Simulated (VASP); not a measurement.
Here is a VASP 6.6.1 calculation.

Contents of run.py:

```python
from ase import Atoms
from ase.calculators.vasp import Vasp
from ase.dft.bandgap import bandgap

atoms = Atoms(
    ['Se', 'Se', 'Se'],
    cell=[[4.3662, 0.0, 0.0], [-2.1831, 3.781240118, 0.0], [0.0, 0.0, 4.9536]],
    scaled_positions=[[0.7746, 0.7746, 0.0], [0.0, 0.2254, 0.6666666667], [0.2254, 0.0, 0.3333333333]],
    pbc=True,
)
calc = Vasp(
    directory='calc',
    xc='pbe',
    pp='PBE',
    setups='materialsproject',
    prec='Accurate',
    encut=520,
    ediff=1e-06,
    ismear=0,
    sigma=0.02,
    lreal=False,
    lasph=True,
    nelm=60,
    algo='Normal',
    isif=2,
    lwave=False,
    lcharg=False,
    kpts=[7, 7, 6],
    gamma=True,
)
atoms.calc = calc

print('energy (eV):', atoms.get_potential_energy())
print('free energy (eV):', atoms.get_potential_energy(force_consistent=True))
print('forces (eV/A):')
print(atoms.get_forces())
print('stress (eV/A^3, Voigt):', atoms.get_stress())
print('Fermi level (eV):', calc.get_fermi_level())
gap, top, bottom = bandgap(calc)
print('band gap (eV):', gap, 'from (spin, k, band)', top, 'to', bottom)
```

Potentials or basis: VASP PAW PBE potentials, release 64 (Se).

The run is started by

```sh
$ python run.py
```

Question: Predict the band gap on the k mesh.

Answer: 1.21 eV, indirect (least direct gap 1.47 eV).

Question: What does it give for the pressure?

Answer: 2.9 GPa.

Question: Estimate the largest force.

Answer: 0.434 eV/Å.

Stress tensor (GPa, compression positive):
```
2.30 0.00 0.00
0.00 2.30 0.00
0.00 0.00 4.14
```

Caveat: an odd mesh through Γ misses points on the zone boundary, where band edges often lie.
